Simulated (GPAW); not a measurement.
# SnSe (Fm-3m) in GPAW: further runs

The runs below take SnSe through single point, with PBE.

Program: GPAW 26.7.0. These are calculated values, not measurements. Logs are shortened: lines on timing, memory, paths and dates and some standing lists are left out, and cuts for length are marked. The log counts tension as positive stress, the text compression.

**1. The structure**

Symmetry: Fm-3m, No. 225, cubic system. The conventional cell has a = 6.020 Å, b = 6.020 Å, c = 6.020 Å, α = 90.00°, β = 90.00°, γ = 90.00°. Sn (site symmetry m-3m) has 6 Se at 3.01 Å as nearest neighbours. Se (site symmetry m-3m) is surrounded by 6 Sn at 3.01 Å.

Measurements of this composition are mostly on another form, of space group No. 62.

**2. Single point, PBE**

run.py

```python
from ase.dft.bandgap import bandgap
from ase.io import read, write
from ase.units import GPa
from gpaw import GPAW, PW

atoms = read('POSCAR')

calc = GPAW(mode=PW(600),
            xc='PBE',
            kpts={'size': (8, 8, 8), 'gamma': True},
            occupations={'name': 'methfessel-paxton', 'order': 0, 'width': 0.018000000000000002},
            nbands=19,
            convergence={'density': 1e-05, 'energy': 1e-05},
            maxiter=150,
            txt='gpaw.txt')
atoms.calc = calc
energy = atoms.get_potential_energy()
forces = atoms.get_forces()
stress = atoms.get_stress()
calc.write('gs.gpw')
write('result.traj', atoms)
print(f'Energy: {energy:.6f} eV')
print('Forces (eV/A):')
print(forces.round(4))
print('Stress (GPa):', (stress / GPa).round(3))
print('Fermi level:', round(calc.get_fermi_level(), 4), 'eV')
print(f'Gap: {bandgap(calc)[0]:.4f} eV, direct: {bandgap(calc, direct=True)[0]:.4f} eV')
```

POSCAR

```
SnSe
1.0
    0.0000000000      3.0100000000      3.0100000000
    3.0100000000      0.0000000000      3.0100000000
    3.0100000000      3.0100000000      0.0000000000
Sn Se
1 1
Direct
    0.0000000000      0.0000000000      0.0000000000
    0.5000000000      0.5000000000      0.5000000000
```

Potentials or basis: GPAW PAW data sets (gpaw-data 1.2.1), pw.

Launch:

```console
OMP_NUM_THREADS=1 python run.py
```

gpaw.txt:

```text
__  _  _
 | _ |_)|_||  |
 |__||  | ||/\| - 26.7.0

Input parameters:
  mode=PW(ecut=600.0),
  convergence={'density': 1e-05, 'energy': 1e-05},
  kpts=MonkhorstPack(size=(8, 8, 8), gamma=True),
  maxiter=150,
  nbands=19,
  occupations=Occupations(name='methfessel-paxton', order=0, width=0.018000000000000002),
  xc=XC(name='PBE')

Diagonalizing LCAO Hamiltonian
Converting LCAO to pw mode

                Se

       Sn

Atoms  # Å, Bohr magnetons
|   | symbol |        x |        y |        z |    initial magnetic moments |
|---|--------|----------|----------|----------|-----------------------------|
| 0 |     Sn | 0.000000 | 0.000000 | 0.000000 | ( 0.0000,  0.0000,  0.0000) |
| 1 |     Se | 3.010000 | 3.010000 | 3.010000 | ( 0.0000,  0.0000,  0.0000) |

Unit cell  # Å
| periodic |        x |        y |        z |  lengths |    angles |
|----------|----------|----------|----------|----------|-----------|
|      yes | 0.000000 | 3.010000 | 3.010000 | 4.256783 | 60.000000 |
|      yes | 3.010000 | 0.000000 | 3.010000 | 4.256783 | 60.000000 |
|      yes | 3.010000 | 3.010000 | 0.000000 | 4.256783 | 60.000000 |

Number of symmetries: 48
Symmetry operations  # r_c * U_cc + t_c -> r_c
|    | kind |            matrix            |
|----|------|------------------------------|
|  0 |  σ   |  1, 0, 0,  1, 0,-1,  1,-1, 0 |
|  1 |  C2  |  1, 0, 0,  1,-1, 0,  1, 0,-1 |
|  2 |  E   |  1, 0, 0,  0, 1, 0,  0, 0, 1 |
|  3 |  σ   |  1, 0, 0,  0, 0, 1,  0, 1, 0 |
|  4 |  C4  |  1, 0,-1,  1, 0, 0,  1,-1, 0 |
|  5 |  S6  |  1, 0,-1,  1,-1, 0,  1, 0, 0 |
|  6 |  σ   |  1, 0,-1,  0, 1,-1,  0, 0,-1 |
|  7 |  C3  |  1, 0,-1,  0, 0,-1,  0, 1,-1 |
|  8 |  S6  |  1,-1, 0,  1, 0, 0,  1, 0,-1 |
|  9 |  C4  |  1,-1, 0,  1, 0,-1,  1, 0, 0 |
| 10 |  C3  |  1,-1, 0,  0,-1, 1,  0,-1, 0 |
| 11 |  σ   |  1,-1, 0,  0,-1, 0,  0,-1, 1 |
| 12 |  σ   |  0, 1, 0,  1, 0, 0,  0, 0, 1 |
| 13 |  C4  |  0, 1, 0,  0, 1,-1, -1, 1, 0 |
| 14 |  C3  |  0, 1, 0,  0, 0, 1,  1, 0, 0 |
| 15 |  S6  |  0, 1, 0, -1, 1, 0,  0, 1,-1 |
| 16 |  C2  |  0, 1,-1,  1, 0,-1,  0, 0,-1 |
| 17 |  σ   |  0, 1,-1,  0, 1, 0, -1, 1, 0 |
| 18 |  S4  |  0, 1,-1,  0, 0,-1,  1, 0,-1 |
| 19 |  C4  |  0, 1,-1, -1, 1, 0,  0, 1, 0 |
| 20 |  C3  |  0, 0, 1,  1, 0, 0,  0, 1, 0 |
| 21 |  σ   |  0, 0, 1,  0, 1, 0,  1, 0, 0 |
| 22 |  S6  |  0, 0, 1,  0,-1, 1, -1, 0, 1 |
| 23 |  C4  |  0, 0, 1, -1, 0, 1,  0,-1, 1 |
| 24 |  S4  |  0, 0,-1,  1, 0,-1,  0, 1,-1 |
| 25 |  C3  |  0, 0,-1,  0, 1,-1,  1, 0,-1 |
| 26 |  C2  |  0, 0,-1,  0,-1, 0, -1, 0, 0 |
| 27 |  S6  |  0, 0,-1, -1, 0, 0,  0,-1, 0 |
| 28 |  S4  |  0,-1, 1,  1,-1, 0,  0,-1, 0 |
| 29 |  C4  |  0,-1, 1,  0, 0, 1, -1, 0, 1 |
| 30 |  C2  |  0,-1, 1,  0,-1, 0,  1,-1, 0 |
| 31 |  σ   |  0,-1, 1, -1, 0, 1,  0, 0, 1 |
| 32 |  C3  |  0,-1, 0,  1,-1, 0,  0,-1, 1 |
| 33 |  S6  |  0,-1, 0,  0, 0,-1, -1, 0, 0 |
| 34 |  S4  |  0,-1, 0,  0,-1, 1,  1,-1, 0 |
| 35 |  C2  |  0,-1, 0, -1, 0, 0,  0, 0,-1 |
| 36 |  C2  | -1, 1, 0,  0, 1, 0,  0, 1,-1 |
| 37 |  S6  | -1, 1, 0,  0, 1,-1,  0, 1, 0 |
| 38 |  S4  | -1, 1, 0, -1, 0, 1, -1, 0, 0 |
| 39 |  C3  | -1, 1, 0, -1, 0, 0, -1, 0, 1 |
| 40 |  S6  | -1, 0, 1,  0, 0, 1,  0,-1, 1 |
| 41 |  C2  | -1, 0, 1,  0,-1, 1,  0, 0, 1 |
| 42 |  C3  | -1, 0, 1, -1, 1, 0, -1, 0, 0 |
| 43 |  S4  | -1, 0, 1, -1, 0, 0, -1, 1, 0 |
| 44 |  C2  | -1, 0, 0,  0, 0,-1,  0,-1, 0 |
| 45 |  i   | -1, 0, 0,  0,-1, 0,  0, 0,-1 |
| 46 |  σ   | -1, 0, 0, -1, 1, 0, -1, 0, 1 |
| 47 |  C2  | -1, 0, 0, -1, 0, 1, -1, 1, 0 |

BZ-sampling:
  Number of BZ points: 512
  Number of IBZ points: 29

  Monkhorst-Pack size: [8, 8, 8]
  Monkhorst-Pack shift: [0.0625, 0.0625, 0.0625]

K-points  # in reciprocal-cell coordinates
|     |                                coordinates |     weight |
|-----|--------------------------------------------|------------|
|   0 | (  0.00000000,   0.00000000,   0.00000000) | 0.00195312 |
|   1 | (  0.12500000,   0.12500000,   0.00000000) | 0.01171875 |
|   2 | (  0.12500000,   0.12500000,   0.12500000) | 0.01562500 |
|   3 | (  0.25000000,   0.12500000,   0.12500000) | 0.02343750 |
|   4 | (  0.25000000,   0.25000000,   0.00000000) | 0.01171875 |
|   5 | (  0.25000000,   0.25000000,   0.12500000) | 0.04687500 |
|   6 | (  0.25000000,   0.25000000,   0.25000000) | 0.01562500 |
|   7 | (  0.37500000,   0.25000000,  -0.37500000) | 0.04687500 |
|   8 | (  0.37500000,   0.25000000,   0.12500000) | 0.04687500 |
|   9 | (  0.37500000,   0.25000000,   0.25000000) | 0.04687500 |
| ... |                                            |            |
|  28 | (  0.50000000,   0.50000000,   0.50000000) | 0.00781250 |

Plane wave coefficients: 1841
Cutoff: 600.0 eV

Spin-components: 1 (collinear spins)
Bands:           19
Projectors:      11
Spin-degeneracy: 2
Datatype:        complex128

Parallelization:
  kpt:    1
  domain: 1
  band:   1

Density:
  Valence electrons: 20.0
  Components: 1
  Grid points: [25 25 25]
  Charge: 0.0  # |e|

Potential:
  Grid points: [25 25 25]

species:
  Sn:
    name:    Tin
    Z:       50.0
    valence: 14
    core:    36
    charge:  0.0  # [|e|]
    compensation charges:
      type: gauss
      rc: 0.38  # [Å]
      lmax: 2
    cutoffs:
      filter: 2.23  # [Å]
      core: 2.35  # [Å]
    projectors
    | kind |    occ | energy [eV] | rcut [Å] |
    |------|--------|-------------|----------|
    |   5s |  2.000 |     -10.538 |    1.201 |
    |   5p |  2.000 |      -3.696 |    1.270 |
    |   4d | 10.000 |     -25.845 |    1.185 |
    |    s |        |      16.674 |    1.201 |
    |    p |        |      23.515 |    1.270 |
    |    d |        |       1.367 |    1.185 |

    Using partial waves for Sn as LCAO basis

  Se:
    name:    Selenium
    Z:       34.0
    valence: 6
    core:    28
    charge:  0.0  # [|e|]
    compensation charges:
      type: gauss
      rc: 0.27  # [Å]
      lmax: 2
    cutoffs:
      filter: 1.77  # [Å]
      core: 2.67  # [Å]
    projectors
    | kind |    occ | energy [eV] | rcut [Å] |
    |------|--------|-------------|----------|
    |   4s |  2.000 |     -17.277 |    0.847 |
    |   4p |  4.000 |      -6.512 |    1.005 |
    |    s |        |       9.935 |    0.847 |
    |    p |        |      20.699 |    1.005 |
    |    d |        |       0.000 |    0.847 |

    Using partial waves for Se as LCAO basis

Reference energy: -234114.225438  # eV

eigensolver:
  PPCG
  Converge bands: occupied
  niter=2

density mixing:
  MSR1-Mixer
  Pratt-step length: 0.05
  Maximum mixing coefficient: 0.75
  Old densities: 10
  SVD Regularization: 0.005
  Good broyden scale: 1.0
  Trust region scale: 1.0
  Backstep threshold: 4.0
  History deletion threshold: 6.0
  Fourier metric: weight=20.0, sigma=0.015

occupation numbers:
  Methfessel-Paxton:
    width: 0.0180  # eV
    order: 0

poisson solver:
  ecut: 4800.0  # eV

xc functional:
  name: PBE with 2 nearest neighbor stencil

convergence criteria:
- Maximum integral of absolute [dens]ity change: 1e-05 electrons / valence electron
- Maximum [total energy] change in last 3 cyles: 1e-05 eV / valence electron
- Maximum integral of absolute [eigenst]ate change: 4e-08 eV^2 / valence electron
maximum number of iterations: 150

SCF iterations
|iter     | |      energy | eigst |  dens |
|---------|-|-------------|-------|-------|
|iter:   1| |   -8.558086 | -0.23 |       |
|iter:   2| |   -8.522435 | -2.42 | -1.32 |
|iter:   3| |   -8.407970 | -2.38 | -1.36 |
|iter:   4| |   -8.409818 | -4.04 | -1.97 |
|iter:   5| |   -8.410422 | -4.60 | -2.38 |
|iter:   6| |   -8.410433 | -5.98 | -3.30 |
|iter:   7| |   -8.410434c| -7.02 | -3.84 |
|iter:   8| |   -8.410434c| -7.66c| -4.64 |
|iter:   9| |   -8.410434c| -8.16c| -5.46c|

Converged in 9 steps
Energy contributions relative to reference atoms: (reference = -234114.225438)

Energy contributions:
  Kinetic:          12.524545
  Coulomb:         -12.958700
  Zero:             -0.026984
  External:          0.000000
  Xc:               -7.949294
  Entropy:          -0.000000
  Spinorbit:         0.000000
  ----------------------------
  Free energy:      -8.410434
  Extrapolated:     -8.410434

dipole moment: (-20.422180, -20.422180, -20.422180)  # |e|*Ang

Fermi level: 6.386
Eigenvalues  # (at kpt = [0.000, 0.000, 0.000])
| band index |      eig [eV] | occ [0-2] |
|------------|---------------|-----------|
|          0 |       -15.529 |     2.000 |
|        ... |               |           |
|          2 |       -15.528 |     2.000 |
|          3 |       -15.528 |     2.000 |
|          4 |       -15.528 |     2.000 |
|          5 |        -7.800 |     2.000 |
|          6 |         1.013 |     2.000 |
|          7 |         3.865 |     2.000 |
|          8 |         3.865 |     2.000 |
|          9 |         3.865 |     2.000 |
|         10 |        10.371 |     0.000 |
|         11 |        10.371 |     0.000 |
|         12 |        10.371 |     0.000 |
|         13 |        11.932 |     0.000 |
|         14 |        11.932 |     0.000 |
|         15 |        11.932 |     0.000 |
|         16 |        14.226 |     0.000 |
|         17 |        14.226 |     0.000 |
|         18 |        14.316 |     0.000 |

Gap: 0.595 eV
Transition (v -> c):
  (s=0, k=28, n=9, [0.50, 0.50, 0.50]) -> (s=0, k=28, n=10, [0.50, 0.50, 0.50])
No difference between direct/indirect transitions

Forces  # eV/Ang
|       x |       y |       z |
|---------|---------|---------|
| 0.00000 | 0.00000 | 0.00000 |  # Sn   0
| 0.00000 | 0.00000 | 0.00000 |  # Se   1

Stress tensor  # eV/Ang^3
|         x |         y |         z |
|-----------|-----------|-----------|
| -0.004716 |  0.000000 |  0.000000 |
|  0.000000 | -0.004716 |  0.000000 |
|  0.000000 |  0.000000 | -0.004716 |

# Writing to gs.gpw (mode='')
```

It took 14 s on 1 thread of Arm Neoverse V2, shared host; peak memory 0.17 GiB.

What came out:

| Quantity | Value |
| --- | --- |
| Free energy | -8.4104 eV |
| Pressure | 0.8 GPa |
| Band gap on the k mesh | 0.60 eV, direct |

Caveat: spin-orbit coupling is left out, which moves the levels of the heavy elements.

**3. Single point, PBE**

run.py: that of step 2 with these lines changed.

```diff
@@ -5,3 +5,3 @@
 
-atoms = read('POSCAR')
+atoms = read('SnSe.xyz')
 
@@ -10,3 +10,3 @@
             kpts={'size': (8, 8, 8), 'gamma': True},
-            occupations={'name': 'methfessel-paxton', 'order': 0, 'width': 0.018000000000000002},
+            occupations={'name': 'methfessel-paxton', 'order': 0, 'width': 0.019000000000000003},
             nbands=19,
```

SnSe.xyz

```xyz
2
Lattice="0.0000000000 3.0100000000 3.0100000000 3.0100000000 0.0000000000 3.0100000000 3.0100000000 3.0100000000 0.0000000000" Properties=species:S:1:pos:R:3 pbc="T T T"
Sn     0.0000000000      0.0000000000      0.0000000000
Se     3.0100000000      3.0100000000      3.0100000000
```

Potentials or basis: GPAW PAW data sets (gpaw-data 1.2.1), pw.

Launch:

```console
OMP_NUM_THREADS=1 python run.py
```

It took 13 s on 1 thread of Arm Neoverse V2, shared host; peak memory 0.17 GiB.

Results (log left out):

```yaml
Free_energy: -8.4104 eV
Pressure: 0.8 GPa
Band_gap_on_the_k_mesh: 0.60 eV, direct
```

Levels at points of the mesh, in eV from the valence-band top:
```csv
k point,band 6,band 7,band 8,band 9,band 10,band 11,band 12,band 13,band 14,band 15
"(0.00, 0.00, 0.00)",-13.85,-5.04,-2.19,-2.19,-2.19,4.32,4.32,4.32,5.88,5.88
"(0.50, 0.50, 0.00)",-12.65,-5.98,-5.46,-3.63,-3.63,3.04,5.35,5.35,5.97,10.47
"(0.50, 0.50, 0.50)",-12.92,-8.03,-1.94,-1.94,0.00,0.60,1.25,1.25,8.26,10.15
```

Caveat: spin-orbit coupling is left out, which moves the levels of the heavy elements. A k mesh can miss the band edges.
